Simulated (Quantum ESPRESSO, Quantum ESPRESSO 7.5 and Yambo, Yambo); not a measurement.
## MgO (Periclase): G0W0 with Yambo, start to end

Aim: the G0W0 gap of MgO (Periclase) on PBE, step by step.

Calculated with Quantum ESPRESSO 7.5 and Yambo 5.3.0; PBE and many-body steps on it, plane waves.

The database entry behind the starting cell differs from later determinations by our own check (about 0.1 % long), so it need not match the best structure at ambient conditions.

### Step 1. Starting point

It takes space group Fm-3m (No. 225, cubic). The conventional cell has a = 4.217 Å, b = 4.217 Å, c = 4.217 Å, α = 90.00°, β = 90.00°, γ = 90.00°. Mg has 6 O at 2.11 Å nearest. Nearest to O lie 6 Mg at 2.11 Å. Farther neighbours and most contacts between anions are not listed.

The cell and positions come from the Crystallography Open Database and are kept as given unless a step says otherwise.

### Step 2. Ground state

This step: Quantum ESPRESSO 7.5; DFT, PBE, plane waves, norm-conserving pseudopotentials.

The ground-state density comes first.

pw.in reads:

```
&control
  calculation = 'scf'
  prefix = 'x'
  outdir = 'o'
  pseudo_dir = 'pseudo'
/
&system
  ibrav = 0
  nat = 2
  ntyp = 2
  ecutwfc = 76.0
  nbnd = 13
  force_symmorphic = .true.
/
&electrons
  conv_thr = 1e-10
  electron_maxstep = 80
  mixing_beta = 0.5
/
ATOMIC_SPECIES
  Mg 24.305 Mg.upf
  O 15.999 O.upf
CELL_PARAMETERS angstrom
  -0.0000000000 2.1085000000 2.1085000000
  2.1085000000 0.0000000000 2.1085000000
  2.1085000000 2.1085000000 0.0000000000
ATOMIC_POSITIONS crystal
  Mg 0.0000000000 0.0000000000 0.0000000000
  O 0.5000000000 0.5000000000 0.5000000000
K_POINTS automatic
  8 8 8 0 0 0
```

Run with:

```sh
$ OMP_NUM_THREADS=1 mpirun -n 4 pw.x -nk 4 -in pw.in > pw.out
```

What it wrote:

```text
Program PWSCF v.7.5 starts

     This program is part of the open-source Quantum ESPRESSO suite
     for quantum simulation of materials; please cite
         "P. Giannozzi et al., J. Phys.:Condens. Matter 21 395502 (2009);
         "P. Giannozzi et al., J. Phys.:Condens. Matter 29 465901 (2017);
         "P. Giannozzi et al., J. Chem. Phys. 152 154105 (2020);
     in publications or presentations arising from this work. More details at
     Message from routine setup:
     using ibrav=0 with symmetry is DISCOURAGED, use correct ibrav instead

     G-vector sticks info

     bravais-lattice index     =            0
     lattice parameter (alat)  =       5.6349  a.u.
     unit-cell volume          =     126.5166 (a.u.)^3
     number of atoms/cell      =            2
     number of atomic types    =            2
     number of electrons       =        16.00
     number of Kohn-Sham states=           13
     kinetic-energy cutoff     =      76.0000  Ry
     charge density cutoff     =     304.0000  Ry
     scf convergence threshold =      1.0E-10
     mixing beta               =       0.5000
     number of iterations used =            8  plain     mixing
     Exchange-correlation= PBE
                           (   1   4   3   4   0   0   0)

     celldm(1)=   5.634916  celldm(2)=   0.000000  celldm(3)=   0.000000
     celldm(4)=   0.000000  celldm(5)=   0.000000  celldm(6)=   0.000000

     crystal axes: (cart. coord. in units of alat)
               a(1) = (  -0.000000   0.707107   0.707107 )
               a(2) = (   0.707107   0.000000   0.707107 )
               a(3) = (   0.707107   0.707107   0.000000 )

     reciprocal axes: (cart. coord. in units 2 pi/alat)
               b(1) = ( -0.707107  0.707107  0.707107 )
               b(2) = (  0.707107 -0.707107  0.707107 )
               b(3) = (  0.707107  0.707107 -0.707107 )
     Pseudo is Norm-conserving, Zval = 10.0
     Generated using ONCVPSP code by D. R. Hamann
     Using radial grid of 1510 points,  4 beta functions with:
     Pseudo is Norm-conserving + core correction, Zval =  6.0
     Generated using ONCVPSP code by D. R. Hamann
     Using radial grid of  936 points,  5 beta functions with:
     Mg               10.00    24.30500     Mg( 1.00)
     O                 6.00    15.99900     O ( 1.00)

     48 Sym. Ops., with inversion, found

   Cartesian axes

     site n.     atom                  positions (alat units)
         1        Mg     tau(   1) = (   0.0000000   0.0000000   0.0000000  )
         2        O      tau(   2) = (   0.7071068   0.7071068   0.7071068  )

     number of k points=    29
                       cart. coord. in units 2pi/alat
        k(    1) = (   0.0000000   0.0000000   0.0000000), wk =   0.0039062
        k(    2) = (   0.0883883   0.0883883  -0.0883883), wk =   0.0312500
        k(    3) = (   0.1767767   0.1767767  -0.1767767), wk =   0.0312500
        k(    4) = (   0.2651650   0.2651650  -0.2651650), wk =   0.0312500
        k(    5) = (  -0.3535534  -0.3535534   0.3535534), wk =   0.0156250
        k(    6) = (   0.1767767   0.0000000   0.0000000), wk =   0.0234375
        k(    7) = (   0.2651650   0.0883883  -0.0883883), wk =   0.0937500
        k(    8) = (   0.3535534   0.1767767  -0.1767767), wk =   0.0937500
        k(    9) = (  -0.2651650  -0.4419417   0.4419417), wk =   0.0937500
        k(   10) = (  -0.1767767  -0.3535534   0.3535534), wk =   0.0937500
     [... 17 further rows ...]
        k(   28) = (  -0.7071068   0.1767767  -0.0000000), wk =   0.0468750
        k(   29) = (  -0.7071068   0.3535534   0.0000000), wk =   0.0234375

     Dense  grid:    11311 G-vectors     FFT dimensions: (  32,  32,  32)

     Initial potential from superposition of free atoms

     starting charge      15.9992, renormalised to      16.0000
     Starting wfcs are    9 randomized atomic wfcs +    4 random wfcs

     per-process dynamical memory:    13.2 Mb

     Self-consistent Calculation

     iteration #  1     ecut=    76.00 Ry     beta= 0.50

     total energy              =    -151.98509152 Ry
     estimated scf accuracy    <       0.38640133 Ry

     iteration #  2     ecut=    76.00 Ry     beta= 0.50

     total energy              =    -152.09121920 Ry
     estimated scf accuracy    <       0.06153055 Ry

     iteration #  3     ecut=    76.00 Ry     beta= 0.50

     total energy              =    -152.10137216 Ry
     estimated scf accuracy    <       0.00323920 Ry

     iteration #  4     ecut=    76.00 Ry     beta= 0.50

     total energy              =    -152.10154714 Ry
     estimated scf accuracy    <       0.00008510 Ry

     iteration #  5     ecut=    76.00 Ry     beta= 0.50

     total energy              =    -152.10156155 Ry
     estimated scf accuracy    <       0.00000255 Ry

     iteration #  6     ecut=    76.00 Ry     beta= 0.50

     total energy              =    -152.10156189 Ry
     estimated scf accuracy    <       0.00000034 Ry

     iteration #  7     ecut=    76.00 Ry     beta= 0.50

     total energy              =    -152.10156189 Ry
     estimated scf accuracy    <       0.00000004 Ry

     iteration #  8     ecut=    76.00 Ry     beta= 0.50

     total energy              =    -152.10156190 Ry
     estimated scf accuracy    <          2.8E-09 Ry

     iteration #  9     ecut=    76.00 Ry     beta= 0.50

     End of self-consistent calculation

          k = 0.0000 0.0000 0.0000 (  1411 PWs)   bands (ev):

   -64.3635 -31.1132 -31.1132 -31.1132  -9.1598   8.0108   8.0108   8.0108
    12.7439  23.9496  23.9496  23.9496  27.7112

          k = 0.0884 0.0884-0.0884 (  1423 PWs)   bands (ev):

   -64.3622 -31.1257 -31.1147 -31.1147  -8.9928   7.0680   7.9110   7.9110
    13.6509  22.2184  24.2970  24.2970  28.6700

          k = 0.1768 0.1768-0.1768 (  1405 PWs)   bands (ev):

   -64.3592 -31.1550 -31.1176 -31.1176  -8.5599   5.3798   7.6806   7.6806
    15.0976  20.6247  24.7407  24.7407  28.2672

          k = 0.2652 0.2652-0.2652 (  1423 PWs)   bands (ev):

     [... further k-points ...]

     highest occupied, lowest unoccupied level (ev):     8.0108   12.7439

!    total energy              =    -152.10156190 Ry
     estimated scf accuracy    <          4.8E-11 Ry

     The total energy is the sum of the following terms:
     one-electron contribution =     -74.52621981 Ry
     hartree contribution      =      41.57252589 Ry
     xc contribution           =     -24.49213348 Ry
     ewald contribution        =     -94.65573450 Ry

     convergence has been achieved in   9 iterations

     XML data file, charge density, pseudopotentials, collected wavefunctions

=------------------------------------------------------------------------------=
   JOB DONE.
=------------------------------------------------------------------------------=
```

Wall time 2.3 s (4 MPI ranks of Arm Neoverse V1, shared host); peak memory 0.19 GiB; 8.8 s of CPU time.

Numbers from this step:

- total energy: -2069.4472 eV
- gap: 4.733 eV
- k of the valence top: 0, 0, 0
- k of the conduction bottom: 0, 0, 0
- least direct gap: 4.733 eV

The gap is direct, at Γ.

### Step 3. Bands along the symmetry lines

The cheap functional maps the bands first; the places of the edges decide which points the dearer methods must see.

pw.in reads:

```
&control
  calculation = 'bands'
  prefix = 'x'
  outdir = 'o'
  pseudo_dir = 'pseudo'
/
&system
  ibrav = 0
  nat = 2
  ntyp = 2
  ecutwfc = 76.0
  nbnd = 14
  force_symmorphic = .true.
/
&electrons
  conv_thr = 1e-9
  electron_maxstep = 80
  diago_full_acc = .true.
  diago_thr_init = 5e-6
/
ATOMIC_SPECIES
  Mg 24.305 Mg.upf
  O 15.999 O.upf
CELL_PARAMETERS angstrom
  -0.0000000000 2.1085000000 2.1085000000
  2.1085000000 0.0000000000 2.1085000000
  2.1085000000 2.1085000000 0.0000000000
ATOMIC_POSITIONS crystal
  Mg 0.0000000000 0.0000000000 0.0000000000
  O 0.5000000000 0.5000000000 0.5000000000
K_POINTS crystal
  50
  0.00000000 0.00000000 0.00000000 1
  0.06250000 0.00000000 0.06250000 1
  0.12500000 0.00000000 0.12500000 1
  0.18750000 0.00000000 0.18750000 1
  0.25000000 0.00000000 0.25000000 1
  0.31250000 0.00000000 0.31250000 1
  0.37500000 0.00000000 0.37500000 1
  0.43750000 0.00000000 0.43750000 1
  0.50000000 0.00000000 0.50000000 1
  0.51562500 0.03125000 0.51562500 1
  0.53125000 0.06250000 0.53125000 1
  0.54687500 0.09375000 0.54687500 1
  0.56250000 0.12500000 0.56250000 1
  0.57812500 0.15625000 0.57812500 1
  0.59375000 0.18750000 0.59375000 1
  0.60937500 0.21875000 0.60937500 1
  0.62500000 0.25000000 0.62500000 1
  0.37500000 0.37500000 0.75000000 1
  0.32812500 0.32812500 0.65625000 1
  0.28125000 0.28125000 0.56250000 1
  0.23437500 0.23437500 0.46875000 1
  0.18750000 0.18750000 0.37500000 1
  0.14062500 0.14062500 0.28125000 1
  0.09375000 0.09375000 0.18750000 1
  0.04687500 0.04687500 0.09375000 1
  0.00000000 0.00000000 0.00000000 1
  0.06250000 0.06250000 0.06250000 1
  0.12500000 0.12500000 0.12500000 1
  0.18750000 0.18750000 0.18750000 1
  0.25000000 0.25000000 0.25000000 1
  0.31250000 0.31250000 0.31250000 1
  0.37500000 0.37500000 0.37500000 1
  0.43750000 0.43750000 0.43750000 1
  0.50000000 0.50000000 0.50000000 1
  0.50000000 0.46875000 0.53125000 1
  0.50000000 0.43750000 0.56250000 1
  0.50000000 0.40625000 0.59375000 1
  0.50000000 0.37500000 0.62500000 1
  0.50000000 0.34375000 0.65625000 1
  0.50000000 0.31250000 0.68750000 1
  0.50000000 0.28125000 0.71875000 1
  0.50000000 0.25000000 0.75000000 1
  0.50000000 0.21875000 0.71875000 1
  0.50000000 0.18750000 0.68750000 1
  0.50000000 0.15625000 0.65625000 1
  0.50000000 0.12500000 0.62500000 1
  0.50000000 0.09375000 0.59375000 1
  0.50000000 0.06250000 0.56250000 1
  0.50000000 0.03125000 0.53125000 1
  0.50000000 0.00000000 0.50000000 1
```

What it wrote:

```text
[banner, memory and clock lines left out]
Program PWSCF v.7.5 starts

     Atomic positions and unit cell read from directory:
     o/x.save/

     Message from routine setup:
     using ibrav=0 with symmetry is DISCOURAGED, use correct ibrav instead

     G-vector sticks info

     bravais-lattice index     =            0
     lattice parameter (alat)  =       5.6349  a.u.
     unit-cell volume          =     126.5166 (a.u.)^3
     number of atoms/cell      =            2
     number of atomic types    =            2
     number of electrons       =        16.00
     number of Kohn-Sham states=           14
     kinetic-energy cutoff     =      76.0000  Ry
     charge density cutoff     =     304.0000  Ry
     Exchange-correlation= PBE
                           (   1   4   3   4   0   0   0)

     celldm(1)=   5.634916  celldm(2)=   0.000000  celldm(3)=   0.000000
     celldm(4)=   0.000000  celldm(5)=   0.000000  celldm(6)=   0.000000

     crystal axes: (cart. coord. in units of alat)
               a(1) = (  -0.000000   0.707107   0.707107 )
               a(2) = (   0.707107   0.000000   0.707107 )
               a(3) = (   0.707107   0.707107   0.000000 )

     reciprocal axes: (cart. coord. in units 2 pi/alat)
               b(1) = ( -0.707107  0.707107  0.707107 )
               b(2) = (  0.707107 -0.707107  0.707107 )
               b(3) = (  0.707107  0.707107 -0.707107 )
     Pseudo is Norm-conserving, Zval = 10.0
     Generated using ONCVPSP code by D. R. Hamann
     Using radial grid of 1510 points,  4 beta functions with:
     Pseudo is Norm-conserving + core correction, Zval =  6.0
     Generated using ONCVPSP code by D. R. Hamann
     Using radial grid of  936 points,  5 beta functions with:
     Mg               10.00    24.30500     Mg( 1.00)
     O                 6.00    15.99900     O ( 1.00)

     48 Sym. Ops., with inversion, found

   Cartesian axes

     site n.     atom                  positions (alat units)
         1        Mg     tau(   1) = (   0.0000000   0.0000000   0.0000000  )
         2        O      tau(   2) = (   0.7071068   0.7071068   0.7071068  )

     number of k points=    50
                       cart. coord. in units 2pi/alat
        k(    1) = (   0.0000000   0.0000000   0.0000000), wk =   0.0400000
        k(    2) = (   0.0000000   0.0883883   0.0000000), wk =   0.0400000
        k(    3) = (   0.0000000   0.1767767   0.0000000), wk =   0.0400000
[...]
[... 38 further rows ...]
        k(   49) = (   0.0441942   0.7071068   0.0000000), wk =   0.0400000
        k(   50) = (   0.0000000   0.7071068   0.0000000), wk =   0.0400000

     Dense  grid:    11311 G-vectors     FFT dimensions: (  32,  32,  32)

     The potential is recalculated from file :
     o/x.save/charge-density

     Starting wfcs are    9 randomized atomic wfcs +    5 random wfcs

     Band Structure Calculation

     End of band structure calculation

          k = 0.0000 0.0000 0.0000 (  1411 PWs)   bands (ev):

   -64.3635 -31.1133 -31.1133 -31.1133  -9.1597   8.0109   8.0109   8.0109
    12.7439  23.9496  23.9496  23.9496  27.7112  29.7246

          k = 0.0000 0.0884 0.0000 (  1419 PWs)   bands (ev):

   -64.3631 -31.1164 -31.1144 -31.1144  -9.1029   7.7028   7.9502   7.9502
    13.0966  23.1332  24.0779  24.0779  28.6805  28.7905

          k = 0.0000 0.1768 0.0000 (  1419 PWs)   bands (ev):

   -64.3619 -31.1249 -31.1175 -31.1175  -8.9402   6.9904   7.7830   7.7830
    13.9454  21.7310  24.4333  24.4333  26.9194  30.2063

          k =-0.0000 0.2652 0.0000 (  1411 PWs)   bands (ev):

[...]
k = 0.0000 0.4419-0.0000 (  1411 PWs)   bands (ev):

[...]
k =-0.0000 0.5303 0.0000 (  1407 PWs)   bands (ev):

[...]
k = 0.0000 0.6187-0.0000 (  1399 PWs)   bands (ev):

[...]
k = 0.4640 0.4640-0.0000 (  1428 PWs)   bands (ev):

[...]
k = 0.3315 0.3315-0.0000 (  1416 PWs)   bands (ev):

[...]
k = 0.3094 0.7071-0.0000 (  1426 PWs)   bands (ev):

[...]
k = 0.2210 0.7071-0.0000 (  1410 PWs)   bands (ev):

[...]
k = 0.1768 0.7071-0.0000 (  1418 PWs)   bands (ev):

[...]
k = 0.0442 0.7071 0.0000 (  1410 PWs)   bands (ev):

   -64.3523 -31.1840 -31.1416 -31.1412  -7.6265   4.0059   6.6443   6.6658
    17.2933  18.0453  21.0454  26.8187  26.9892  33.5889

          k = 0.0000 0.7071 0.0000 (  1428 PWs)   bands (ev):

   -64.3523 -31.1846 -31.1413 -31.1413  -7.6288   3.9868   6.6826   6.6826
    17.2331  17.9851  21.0654  26.9476  26.9476  33.5058

     XML data file, pseudopotentials, collected wavefunctions
```

Elapsed: 1.5 s, on 4 MPI ranks; peak memory 0.05 GiB; 5.6 s of CPU time.

Numbers from this step:

| Quantity | Value |
| --- | --- |
| gap | 4.733 eV |
| k of the valence top | 0, 0, 0 |
| k of the conduction bottom | 0, 0, 0 |
| least direct gap | 4.733 eV |

The gap is 4.733 eV, as in the run before at this level.

Electronic bands along the path, in eV, zero at the top of the highest filled band; v1 is the highest filled band, c1 the lowest empty one:

```tsv
point	v4	v3	v2	v1	c1	c2	c3	c4
Γ	-17.17	0.00	0.00	0.00	4.73	15.94	15.94	15.94
halfway	-16.41	-2.60	-0.72	-0.72	8.06	11.27	15.51	17.50
X	-15.64	-4.02	-1.33	-1.33	9.22	9.97	13.05	18.94
halfway	-15.62	-3.87	-1.77	-1.27	9.59	10.49	12.90	18.58
U	-15.61	-3.44	-2.67	-1.12	10.14	11.76	12.51	18.11
jump to K	-15.61	-3.44	-2.67	-1.12	10.14	11.76	12.51	18.11
halfway	-16.34	-2.91	-1.16	-0.38	8.15	12.04	15.37	17.95
Γ	-17.17	0.00	0.00	0.00	4.73	15.94	15.94	15.94
halfway	-16.57	-2.63	-0.33	-0.33	7.09	12.61	16.73	16.73
L	-15.86	-4.57	-0.63	-0.63	7.91	12.57	16.32	16.32
halfway	-15.72	-3.96	-1.90	-0.97	9.68	12.18	13.50	16.90
W	-15.58	-2.91	-2.91	-1.75	11.66	11.66	12.15	15.52
halfway	-15.61	-3.73	-1.87	-1.54	10.08	10.85	12.73	17.32
X	-15.64	-4.02	-1.33	-1.33	9.22	9.97	13.05	18.94
```

The electronic bands as a text plot (rows in eV, shown from -8.0 to 10.7 only):

```
   10.3 |       ++   +++ +++++                         +     ++++
    9.6 |         +++++++                             +       +++
    8.8 |       ++            ++                    ++
    8.0 |     ++                +              +++++
    7.2 |    +                   ++         +++
    6.4 |                                  +
    5.7 |  ++                      ++    ++
    4.9 |++                          ++++
    4.1 |
    3.3 |
    2.5 |
    1.8 |
    1.0 |
    0.2 |**                        ********
   -0.6 | ********         ***********  ***************
   -1.4 |  **     *********     *  **               ** **********
   -2.1 |    *         ***  **** **        *          **    **
   -2.9 |     ****        **    *           *           ****
   -3.7 |         ********* ****             ***      ***   *****
   -4.5 |                                       ******
   -5.3 |
   -6.0 |
   -6.8 |
   -7.6 |
         Γ           X  U|K            Γ         L        W     X
```

[end of part 1 of 2]

[Paths, hosts, dates, memory and timing lines, banners, echoed tables and standing remarks are left out of the program output.]

[Logs are printed without paths, hosts, clocks, repeated set-up lines and the standing remarks that a program may print on its own settings, such as how far it seeks lower states.]

[Runs of the session that timed out or met a known fault of the program may be left out.]

[Hosts, paths, dates, database ids (printed as entryN), source tags and the programs' standing remarks are cut or masked in the printed files.]
